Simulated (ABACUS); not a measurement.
MnSb:

```xyz
4
Lattice="4.1500 0.0000 0.0000 -2.0750 3.5940 0.0000 0.0000 0.0000 5.7800" Properties=species:S:1:pos:R:3 pbc="T T T"
Sb    2.0750    1.1980    4.3350
Sb    0.0000    2.3960    1.4450
Mn    0.0000    0.0000    2.8900
Mn    0.0000    0.0000    0.0000
```

| Quantity | Value |
| --- | --- |
| Program | ABACUS 3.10.1 |
| Task | single point |
| Functional | PBE |
| Potentials or basis | PseudoDojo NC SR 0.4.1 PBE standard |
| Cutoff | 1320 eV |
| Density cutoff | 5279 eV |
| Basis | plane waves |
| k mesh | 7 × 7 × 5 |
| Occupations | fermi-dirac, width 0.05 eV |
| Spin | collinear spin, ferromagnetic start |
| Starting moments | [0.0, 0.0, 4.0, 4.0] μB |

On this cell: pressure -2.1 GPa; largest force under 0.003 eV/Å; net moment 6.87 μB per cell; band gap on the k mesh none (metal or under the smearing width).

The same run follows on a disturbed copy (atoms moved at random, drawn with an rms of 0.05 Å):

```
Sb Mn
1.0
     4.15000    0.00000    0.00000
    -2.07500    3.59401    0.00000
     0.00000    0.00000    5.78000
Sb Mn
2 2
Direct
  0.66312 0.32736 0.75726
  0.34469 0.67498 0.24637
  0.99246 0.99768 0.50553
  0.98321 0.99983 0.99530
```

**Question.** What does the disturbed cell give?

**Answer.** The energy (extrapolated to zero smearing) moves by +10.9 meV/atom; pressure -1.9 GPa; largest force 0.570 eV/Å; net moment 6.84 μB per cell; band gap on the k mesh none (metal or under the smearing width).

Forces on the atoms (eV/Å):
```
Sb  -0.277  0.125 -0.200
Sb  -0.430 -0.210  0.136
Mn   0.219  0.058 -0.230
Mn   0.488  0.027  0.294
```

Stress tensor (GPa, compression positive):
```
-1.26  0.14  0.02
 0.14 -2.10 -0.14
 0.02 -0.14 -2.48
```

Caveats: only a ferromagnetic start was run, and an antiferromagnetic order may lie lower in energy.
